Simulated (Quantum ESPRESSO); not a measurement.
Os, 2 atoms in the cell. Symmetry: P6_3/mmc, No. 194, hexagonal system. Conventional cell: a = 2.734 Å, b = 2.734 Å, c = 4.320 Å, α = 90.00°, β = 90.00°, γ = 120.00°. Around Os (site symmetry -6m2) lie 12 Os at 2.68 to 2.73 Å. 

| Quantity | Value |
| --- | --- |
| Program | Quantum ESPRESSO 7.5 |
| Task | phonons |
| Functional | PBE |
| Dispersion | D2 |
| Potentials or basis | PseudoDojo 0.4.1 SR PBE standard |
| Cutoff | 1007 eV |
| Density cutoff | 4027 eV |
| k mesh | 11 × 11 × 6 |
| Occupations | methfessel-paxton, width 0.2 eV |
| Spin | no spin polarisation |
| Mixing beta | 0.5 |
| Most SCF iterations | 120 |
| SCF threshold | 4e-10 Ry |

Potentials or basis: PseudoDojo 0.4.1 SR PBE standard.

Run with:

```sh
$ OMP_NUM_THREADS=1 pw.x -in pw.in > pw.out
$ OMP_NUM_THREADS=1 pw.x -in relax.in > relax.out
$ OMP_NUM_THREADS=1 pw.x -in scf2.in > scf2.out
$ OMP_NUM_THREADS=1 ph.x -in ph.in > ph.out
$ OMP_NUM_THREADS=1 dynmat.x -in dynmat.in > dynmat.out
```

Hardware: 1 thread of Arm Neoverse V2, on a shared host.

**Question.** How long does it take, and how much memory?

**Answer.** It took 12 min on 1 thread of Arm Neoverse V2, with other jobs on the host, peak memory 0.1 GiB. Counts: scf iterations 46, bands 24, ion steps 5, k points 64, g dense 16275.
